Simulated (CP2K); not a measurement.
**Nb under changes of volume**

One of the cells (18.428 Å³/atom); the others are scaled copies at fixed shape and fractional positions:

```
CELL_PARAMETERS angstrom
2.88205 0.00000 0.00000
-0.96068 2.71722 0.00000
-0.96068 -1.35861 2.35318
ATOMIC_POSITIONS crystal
Nb 0.00000 0.00000 0.00000
```

* Program: CP2K 2026.2
* Functional: PBEsol
* Potentials or basis: POTENTIAL_UZH Nb GTH-PBE-q13; TZVP-MOLOPT-PBE-GTH basis
* Density cutoff: 6123 eV
* k mesh: 11 × 11 × 11
* Occupations: fermi-dirac, width 0.05 eV
* Spin: no spin polarisation

| volume (Å³/atom) | energy over the lowest point (meV/atom) | pressure (GPa) |
| --- | --- | --- |
| 17.322 | ? | ? |
| 17.691 | 0.00 | 0.5 |
| 18.060 | 2.97 | -3.1 |
| 18.428 | 13.74 | -6.4 |
| 18.797 | 31.72 | -9.4 |
| 19.165 | 56.37 | -12.2 |
| 19.534 | 87.16 | -14.7 |

Question: What does the run at 17.322 Å³/atom give?

Answer: Energy over the lowest point 5.52 meV/atom; pressure 4.4 GPa.

Worked out: A Birch-Murnaghan fit of order 3 (a polynomial in V^(-2/3)) to the other rows has its minimum at 17.74 Å³/atom with B0 = V·E''(V) = 175 GPa and B' = 2.9. It gives 5.53 meV/atom at 17.322 Å³/atom, against the run's 5.52, and -dE/dV = 4.3 GPa, against 4.4.

Energies are extrapolated to zero smearing.

Caveats: the potentials were made for another functional, which shifts forces and pressure; the basis of atomic orbitals isn't converged, which shifts pressures, moduli and gaps.
